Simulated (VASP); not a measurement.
Wanted: the native input for a VASP 6.6.1 run.

```
Task                   : relaxation of cell and atoms
Functional             : AM05
Potentials or basis    : VASP PAW PBE potentials, release 64 (Pb_d, Te)
Cutoff                 : 600 eV
k mesh                 : 7 × 7 × 7
Occupations            : fermi-dirac, width 0.05 eV
Spin                   : no spin polarisation
Further INCAR settings : ALGO = Normal; EDIFF = 1e-06; IBRION = 2; EDIFFG = -0.01; NSW = 40; ISIF = 3
```

The structure of TePb lies in POSCAR:

```
TePb
1.0
    0.0000000000      3.2310000000      3.2310000000
    3.2310000000      0.0000000000      3.2310000000
    3.2310000000      3.2310000000      0.0000000000
Pb Te
1 1
Direct
    0.0000000000      0.0000000000      0.0000000000
    0.5000000000      0.5000000000      0.5000000000
```

One way to write it, as run:

INCAR

```
  PREC = Accurate
  ENCUT = 600
  EDIFF = 1E-6
  ISMEAR = -1
  SIGMA = 0.05
  LREAL = F
  LASPH = T
  NELM = 100
  ALGO = Normal
  ISIF = 3
  LWAVE = F
  LCHARG = F
  GGA = AM
  IBRION = 2
  NSW = 40
  EDIFFG = -0.01
```

KPOINTS

```
regular mesh
0
Gamma
  7 7 7
```

Potentials or basis: VASP PAW PBE potentials, release 64 (Pb_d, Te).

Run with:

```bash
$ cat potpaw_PBE.64/Pb_d/POTCAR potpaw_PBE.64/Te/POTCAR > POTCAR
$ mpirun -np 1 vasp_std > vasp.out
```

It gave:

```json
{
 "Pressure after relaxing": "0.0 GPa"
}
```

Caveat: the relaxation stopped at its first step, so nothing moved; the PAW data sets were made with another functional, which shifts forces and pressure a little.

It took 32 s on 1 thread of Intel(R) Xeon(R) Platinum 8559C (Emerald Rapids) (shared host), peak memory 0.24 GiB.
